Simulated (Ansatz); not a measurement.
# Lu (Im-3m) in Ansatz: single point with LDA+D3(BJ)-ATM

Aim: the single point of Lu with LDA+D3(BJ)-ATM.

Everything below comes from runs of Ansatz 0.2.0. Logs are shortened: lines on timing, memory, paths and dates and some standing lists are left out, and cuts for length are marked.

## 1. The structure

It takes space group Im-3m (No. 229, cubic). Conventional cell: a = 3.908 Å, b = 3.908 Å, c = 3.908 Å, α = 90.00°, β = 90.00°, γ = 90.00°. Around Lu (site symmetry m-3m) lie 8 Lu at 3.38 Å.

This isn't the form of Lu at room conditions, which is hcp.

## 2. Single point, LDA+D3(BJ)-ATM, spin-orbit coupling, no magnetisation

Contents of input.yaml:

```yaml
crystal:
  lattice:
    - [-1.9541071088, 1.9541071088, 1.9541071088]
    - [1.9541071088, -1.9541071088, 1.9541071088]
    - [1.9541071088, 1.9541071088, -1.9541071088]
  atoms:
    - { symbol: Lu, position: [0.0, 0.0, 0.0] }
hamiltonian:
  xc: lda
  pseudopotentials: { kind: paw_fr }
  dispersion: d3bjatm
magnetization:
  noncollinear: true
  spin_orbit: true
kpoints:
  mp_grid: { grid: [10, 10, 10] }
scf:
  occupations: { method: methfessel_paxton, width: 0.05 }
output:
  forces: true
  stress: true
  eigenvalues: true
basis:
  ecutwfc: "700 eV"
```

Potentials or basis: Ansatz PAW.

The run is started by

```
ansatz run input.yaml --threads 1 --pin off --max-ram 2560MiB --backend cpu --events-out ev --progress --plain --runs-dir out
```

The log of the run:

```text
Warning: the engine holds no damping parameters fitted to this dispersion correction and functional, so the run takes those fitted to pbe (hamiltonian.dispersion, under Limitations)
Warning: RAYON_NUM_THREADS=1 ignored (pool sized by the plan → 1); use --threads N
Engine: ansatz 0.2.0, x86_64-unknown-linux-gnu
Pseudopotentials: kind: paw_fr
Pseudopotential: Lu, paw_fr, valence charge 25, recommended cutoff 420 eV (normal), Lu.paw.azcp#standard-fr
Functional definition: SPW92
  exchange = slater_x
  correlation = pw_c
non-collinear run that drives no moment, with spin-orbit: no starting moment large enough to seed its density (crystal.atoms[].spin), no starting occupations that ask for one, no magnetisation constraint and no magnetic field, so the semilocal B_xc is pinned to zero
Crystal: 1 atoms, lattice volume = 29.847 Å³
Basis set: ecut = 700 eV, 1253 PW (Γ)
Bands: 34, of which v1, the nominal top of the filled ones, is band 25 counted from 1 (24 counted from 0)
Symmetry: 48 space group operations + 48 with time reversal
Magnetic group: BNS 229.141 (UNI 1643), of the structure as read, at distance tolerance 3.1e-5 Å
k-points: 47 of 1000
Projection manifold: j_resolved (fully-relativistic pseudo-atomic orbitals)
Non-local potential: Lu, projectors of the file, l = 0: 3, l = 1: 4, l = 2: 4, l = 3: 6
PAW form: soft (Blöchl's): semilocal exchange-correlation on the pseudo side does not see the compensation charge
PAW frozen core: Lu, regenerated for the run's functional, and the local potential with it (the file was generated under x = pbe(κ = 0.804, μ = 0.2195149727645171), c = pbe(β = 0.06672455060314922))
PAW one-centre angular grid: Lu, 590 points (default); XC on 64 Gauss nodes
Initial density: superposition of atomic densities (chi_scale 0.1, normalization cell)
Initial wavefunctions: pseudopotential atomic-orbital guess
Functional: x = slater, c = lda
SCF iter   1: F=—  HF=-14509.533750 eV  |F-HF|=—  |Δ(HF+E_count)|=         —  Δρ=1.81e-2  dr2=1.49e-1  dr2_m=0.00e0 (ungated)  ethr=3.10e-3  |M|=0.00e0 ∫|m|=0.00e0 μB  |m|>n=0.0e0 m-floor=0.0e0 τ_xc=0.0e0  β_m=0.30  ⟨swp⟩=8.7  Hψ=4968  notcnv=0  defer=4
preconditioner: auto → none  [insulator: Δε(μ)=0.075 eV  Ē_g=13.457 eV  σ=0.050 eV  W_gap=0.61  n_scr=12 (ndim 8)  ℏωp=32.6 eV  f_vac=0.000  D(μ)=2.56/eV (n_scr^D=42)  ε∞_Penn≈6.9]
SCF iter   2: F=—  HF=-14509.495038 eV  |F-HF|=—  |Δ(HF+E_count)|=   3.87e-2  S|Δr|=    0.00e0  Δρ=1.05e-2  dr2=4.33e-2  dr2_m=0.00e0 (ungated)  ethr=5.96e-4  |M|=0.00e0 ∫|m|=0.00e0 μB  |m|>n=0.0e0 m-floor=0.0e0 τ_xc=0.0e0  β_m=0.45  ⟨swp⟩=4.2  Hψ=1777  notcnv=0  defer=168
SCF iter   3: F=—  HF=-14509.483146 eV  |F-HF|=—  |Δ(HF+E_count)|=   1.19e-2  S|Δr|=    0.00e0  Δρ=3.40e-3  dr2=4.37e-3  dr2_m=0.00e0 (ungated)  ethr=1.73e-4  |M|=0.00e0 ∫|m|=0.00e0 μB  |m|>n=0.0e0 m-floor=0.0e0 τ_xc=0.0e0  β_m=0.40  ⟨swp⟩=3.6  Hψ=1414  notcnv=0  defer=168
SCF iter   4: F=—  HF=-14509.481193 eV  |F-HF|=—  |Δ(HF+E_count)|=   1.95e-3  S|Δr|=    0.00e0  Δρ=1.86e-3  dr2=6.97e-4  dr2_m=0.00e0 (ungated)  ethr=1.75e-5  |M|=0.00e0 ∫|m|=0.00e0 μB  |m|>n=0.0e0 m-floor=0.0e0 τ_xc=0.0e0  β_m=0.70  ⟨swp⟩=3.5  Hψ=2021  notcnv=0  defer=168
SCF iter   5: F=—  HF=-14509.481260 eV  |F-HF|=—  |Δ(HF+E_count)|=   6.70e-5  S|Δr|=    0.00e0  Δρ=5.01e-4  dr2=6.91e-5  dr2_m=0.00e0 (ungated)  ethr=2.79e-6  |M|=0.00e0 ∫|m|=0.00e0 μB  |m|>n=0.0e0 m-floor=0.0e0 τ_xc=0.0e0  β_m=0.57  ⟨swp⟩=2.6  Hψ=1614  notcnv=0  defer=166
SCF iter   6: F=—  HF=-14509.481220 eV  |F-HF|=—  |Δ(HF+E_count)|=   4.00e-5  S|Δr|=    0.00e0  Δρ=1.68e-4  dr2=4.15e-6  dr2_m=0.00e0 (ungated)  ethr=2.76e-7  |M|=0.00e0 ∫|m|=0.00e0 μB  |m|>n=0.0e0 m-floor=0.0e0 τ_xc=0.0e0  β_m=0.79  ⟨swp⟩=2.0  Hψ=1174  notcnv=0  defer=166
SCF iter   7: F=—  HF=-14509.481219 eV  |F-HF|=—  |Δ(HF+E_count)|=   6.38e-7  S|Δr|=    0.00e0  Δρ=4.41e-5  dr2=4.34e-7  dr2_m=0.00e0 (ungated)  ethr=1.66e-8  |M|=0.00e0 ∫|m|=0.00e0 μB  |m|>n=0.0e0 m-floor=0.0e0 τ_xc=0.0e0  β_m=0.62  ⟨swp⟩=2.7  Hψ=1373  notcnv=0  defer=166
SCF iter   8: F=-14509.481219 eV  HF=-14509.481219 eV  |F-HF|=2.41e-8  |Δ(HF+E_count)|=   1.76e-7  S|Δr|=    0.00e0  Δρ=1.05e-5  dr2=2.12e-8  dr2_m=0.00e0 (ungated)  ethr=4.00e-10  |M|=0.00e0 ∫|m|=0.00e0 μB  |m|>n=0.0e0 m-floor=0.0e0 τ_xc=0.0e0  ⟨swp⟩=14.6  Hψ=5831  notcnv=0
SCF 1 converged in 8 iterations: F = -14509.481219 eV  dr2 = 2.12e-8
SCF converged after 8 iterations
Stability not checked: this state was not tested for a lower state beside it, because cold or Methfessel-Paxton smearing, or corrected tetrahedra, fill the levels in a way that the test cannot read (fill_not_monotonic; see scf.lower_state_search)
Magnetization: |M| = 0.0000 μB,  M = (+0.0000, +0.0000, +0.0000) μB
Absolute magnetization: 0.0000 μB (∫|m|)
  site 0: m = (+0.0000, +0.0000, +0.0000) μB, |m| = 0.0000 μB  (R = 1.40 Å)
Free energy (F): -14509.481219 eV
Harris-Foulkes:  -14509.481219 eV  (|F-HF|=2.41e-8)
Internal energy: -14509.481401 eV  (E = F + TS)
E sigma→0 (E₀):  -14509.481264 eV
Entropy (-TS):   0.000182 eV (0.182 meV/atom)
Fermi energy:    13.142344 eV
--- Per-component energies (eV) ---
  E_band       = -25.387677
  E_kinetic    = 417.639919
  E_local      = -6798.909953  (includes V_loc(G=0)·N_el)
  E_nonlocal   = 587.923816
  E_hartree    = 2840.296188
  E_xc         = -214.898999
  E_vxc        = -256.028275  (∫ρ·V_xc dr)
  E_paw        = -7153.348257  (= ΣΔE_a)
  E_vpaw       = 343.408953  (= ΣTr[D̂ρ^β])
  E_aug_tail   = 0.000013  (compensation charges beyond the density's cutoff)
  E_ewald      = -4190.186727
  E_disp       = -0.322052  (pairwise vdW)
  E_core_change = 2.324652  (= ΣΔE_core)
  E_smearing   = 0.000182  (= −TS)
  E_closure    = 0.000000  (closes the sum)
  Σ components = -14509.481219   (vs F -14509.481219, Δ=0.00e0)
--- Forces (eV/Å), atoms counted from 1 ---
  atom   1  Lu     0.00000000    -0.00000000    -0.00000000
  max |Σ_I F_I| component: 1.60e-28 eV/Å
--- Stress (GPa, compression-positive) ---
       -7.524519      -0.000000       0.000000
        0.000000      -7.524519       0.000000
       -0.000000       0.000000      -7.524519
  P = ⅓ Tr σ = -7.5245 GPa (-75.245 kbar)
--- Band table (eV; the first three rows and the last of 47) ---
  k-point 0: bands = ["-43.1752", "-43.1752", "-18.7808", "-18.7808", "-11.7426", "-11.7426", "-11.7426", "-11.7426", "7.0906", "7.0906", "7.1548", "7.1548", "7.1674", "7.1674", "7.1674", "7.1674", "8.6675", "8.6675", "8.6675", "8.6675", "8.6993", "8.6993", "8.7303", "8.7303", "15.0444", "15.0444", "15.0444", "15.0444", "15.3052", "15.3052", "17.3898", "17.3898", "17.3898", "17.3898"]
  k-point 1: bands = ["-43.1724", "-43.1724", "-18.7924", "-18.7924", "-11.7851", "-11.7851", "-11.7509", "-11.7509", "7.1545", "7.1545", "7.1670", "7.1670", "7.1675", "7.1675", "7.3747", "7.3747", "8.6673", "8.6673", "8.6705", "8.6705", "8.6960", "8.6960", "8.7269", "8.7269", "14.8912", "14.8912", "15.0101", "15.0101", "15.4627", "15.4627", "17.1018", "17.1018", "17.3946", "17.3946"]
  k-point 2: bands = ["-43.1652", "-43.1652", "-18.8231", "-18.8231", "-11.8939", "-11.8939", "-11.7727", "-11.7727", "7.1542", "7.1542", "7.1666", "7.1666", "7.1679", "7.1679", "8.1686", "8.1686", "8.6677", "8.6677", "8.6765", "8.6765", "8.6919", "8.6919", "8.7187", "8.7187", "14.4472", "14.4472", "14.5120", "14.5120", "16.2606", "16.2606", "16.8931", "16.8931", "17.4601", "17.4601"]
  k-point 46: bands = ["-43.1236", "-43.1236", "-18.9778", "-18.9778", "-12.1450", "-12.1450", "-12.1450", "-12.1450", "7.1536", "7.1536", "7.1702", "7.1702", "7.1702", "7.1702", "8.6671", "8.6671", "8.6707", "8.6707", "8.7137", "8.7137", "8.7137", "8.7137", "11.7190", "11.7190", "11.7190", "11.7190", "17.7694", "17.7694", "19.2206", "19.2206", "19.2206", "19.2206", "19.2408", "19.2408"]
```

It took 12 s on 1 thread of Intel Xeon Platinum 8375C at 2.90GHz (Ice Lake), shared host; peak memory 0.55 GiB.

What came out:

```yaml
Free_energy: -14509.4812 eV
Pressure: -7.5 GPa
Band_gap_on_the_k_mesh: none (metal or under the smearing width)
```

Levels at points of the mesh, in eV from the Fermi level:
```tsv
k point	band 21	band 22	band 23	band 24	band 25	band 26	band 27	band 28
(0.00, 0.00, 0.00)	-4.44	-4.44	-4.41	-4.41	1.90	1.90	1.90	1.90
(0.00, 0.00, -0.50)	-4.42	-4.42	-2.50	-2.50	0.33	0.33	0.50	0.50
(-0.50, -0.50, -0.50)	-4.43	-4.43	-1.42	-1.42	-1.42	-1.42	4.63	4.63
```

Caveat: pairwise dispersion overbinds metals, which lowers pressure and volume; the PAW data sets come from PBE, with cores solved anew for the run's functional, which leaves a small shift of forces and pressure; the dispersion damping was fitted for another functional or another form of the correction.
